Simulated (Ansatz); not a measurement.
# PbS: the cost of one run

Computed with Ansatz 0.2.0, driven from Python. Level of theory: DFT r2SCAN, plane waves, PAW.

### Step 1. The system

The structure is orthorhombic, space group Cmc2_1 (No. 36). Conventional cell: a = 4.114 Å, b = 7.132 Å, c = 7.560 Å, α = 90.00°, β = 90.00°, γ = 90.00°. Pb (site symmetry m) is surrounded by 6 S at 2.84 to 3.26 Å. Around S (site symmetry m) lie 6 Pb at 2.84 to 3.26 Å.

The script holds or builds the structure itself.

### Step 2. The code

The input, run_ecut.py:

```python
"""Cutoff test for PbS."""

import logging
import sys
import warnings

import ansatz as az
import matplotlib.pyplot as plt
from pymatgen.core import Lattice, Structure
from pymatgen.io.ase import AseAtomsAdaptor

logging.basicConfig(stream=sys.stdout, format="%(levelname)s %(message)s")
logger = logging.getLogger("pbs")
logger.setLevel(logging.INFO)

warnings.simplefilter("ignore", az.DeckWarning)

pmg_structure = Structure(
    Lattice([(2.056942, -3.565829, 0.0), (2.056942, 3.565829, 0.0), (0.0, 0.0, 7.559945)]),
    ["Pb", "Pb", "S", "S"],
    [
        (0.001032, 0.998968, 0.486732),
        (0.998968, 0.001032, 0.986732),
        (0.667145, 0.332855, 0.692468),
        (0.332855, 0.667145, 0.192468),
    ],
)
system = az.Crystal.from_ase(AseAtomsAdaptor.get_atoms(pmg_structure))

base = (
    system.calculation()
    .functional("r2scan")
    .kpoints(6, 6, 4)  # sampling of the Brillouin zone
    .occupations(az.OccupationsMethod.FIXED)
    .stress()
)

rows = []
for value in [300, 375, 450, 525, 600]:
    data = base.basis(value).run(threads=1, backend="cpu").report
    rows.append((value, data["free_energy_ev"] / len(data["lattice"]["sites"]), data["n_iterations"], sum(data["stress_gpa"][i][i] for i in range(3)) / 3, data["n_pw"]))

logger.info(" cutoff (eV)   F/atom (eV)    iterations       P (GPa)   plane waves")
for row in rows:
    logger.info(f"{str(row[0]):>12s}  {row[1]:12.5f}  {row[2]:12d}  {row[3]:12.3f}  {row[4]:12d}")

# differences from the last row
for row in rows[:-1]:
    shift = 1000 * (row[1] - rows[-1][1])
    logger.info(f"{row[0]}: {shift:+.2f} meV/atom" + ("  (within 1 meV)" if abs(shift) < 1 else ""))
plt.figure(figsize=(4.5, 3))
plt.plot([str(row[0]) for row in rows], [1000 * (row[1] - rows[-1][1]) for row in rows], "o-")
plt.xlabel("cutoff (eV)")
plt.ylabel("F - F(last) (meV/atom)")
plt.tight_layout()
plt.savefig("ecut.png", dpi=100)
```

### Step 3. The input behind the calls

The engine receives this input (first run):

```yaml
crystal:
  lattice:
    - [2.056942, -3.565829, 0.0]
    - [2.056942, 3.565829, 0.0]
    - [0.0, 0.0, 7.559945]
  atoms:
    - { symbol: Pb, position: [0.0010320000000000468, 0.998968, 0.486732] }
    - { symbol: Pb, position: [0.998968, 0.0010319999999999845, 0.986732] }
    - { symbol: S, position: [0.667145, 0.332855, 0.692468] }
    - { symbol: S, position: [0.332855, 0.667145, 0.192468] }
basis:
  ecutwfc: 300.0
kpoints:
  mp_grid:
    grid: [6, 6, 4]
hamiltonian:
  xc: r2scan
scf:
  occupations:
    method: fixed
output:
  stress: true
```

### Step 4. The run

The run is started by

```sh
$ python run_ecut.py
```

What time and memory should one allow on 1 thread of Arm Neoverse V2, shared host?

About 76 s, with a peak of 0.88 GiB.
